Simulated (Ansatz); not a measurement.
Two G0W0 runs on InSe (layers cut from the bulk crystal).

The cell holds 8 atoms: 4 Se and 4 In. Cell: a = 4.033 Å, b = 4.033 Å, c = 50.600 Å, α = 90.0°, β = 90.0°, γ = 120.0°. It derives from InSe. Regions: layer 1, 4 atoms (2 Se and 2 In); layer 2, 4 atoms (2 Se and 2 In). Vacuum lies along c.

```xyz
8
Lattice="4.0333 0.0000 0.0000 -2.0166 3.4929 0.0000 0.0000 0.0000 50.6000" Properties=species:S:1:pos:R:3
Se    0.0000    2.3286   18.4527
In    2.0166    1.1643   19.7435
In    2.0166    1.1643   22.5383
Se    0.0000    2.3286   23.8253
Se    2.0166    1.1643   26.7764
In    0.0000    0.0000   28.0617
In    0.0000    0.0000   30.8564
Se    2.0166    1.1643   32.1473
```

The structure was relaxed with PBE-D3(BJ). The runs that relaxed it are not among those shown. PAW set soft_2, made with PBE.

The first (Ansatz 0.2.0; start PBE, 6×6×1 mesh, 947 empty bands, screening to 70 eV; 1 × NVIDIA H100 80GB HBM3 (shared by 6 runs) with 3 threads of AMD EPYC 7R13 (Zen 3), shared host) gave, on its mesh: starting gap 1.08 eV, G0W0 gap 1.88 eV, mean of 1 + 4πα/V (set by the cell height) 2.68, 86 s.

Q: The second changes empty bands from 947 to 379 and screening cutoff (eV) from 70.0 to 38. What does it give?

It gave: starting gap 1.08 eV, G0W0 gap 1.87 eV, mean of 1 + 4πα/V (set by the cell height) 2.72, 48 s. The G0W0 gap moves by −0.01 eV, +0.00 eV from the start and −0.01 eV from the correction. Σc changes by +0.27 eV at the valence top and +0.26 eV at the conduction bottom, and Σx − Vxc between them by +0.00 eV.

Limits: not at the basis limit; coarse mesh for a sheet; no spin-orbit coupling.

[Paths, hosts, dates, memory and timing lines, banners, echoed tables and standing remarks are left out of the program output.]

[Logs are printed without paths, hosts, clocks, repeated set-up lines and the standing remarks that a program may print on its own settings, such as how far it seeks lower states.]

[Runs of the session that timed out or met a known fault of the program may be left out.]

[Cells called generated may have been cut or substituted from an entry of the Crystallography Open Database or the Materials Project.]

[Hosts, paths, dates, database ids (printed as entryN), source tags and the programs' standing remarks are cut or masked in the printed files.]
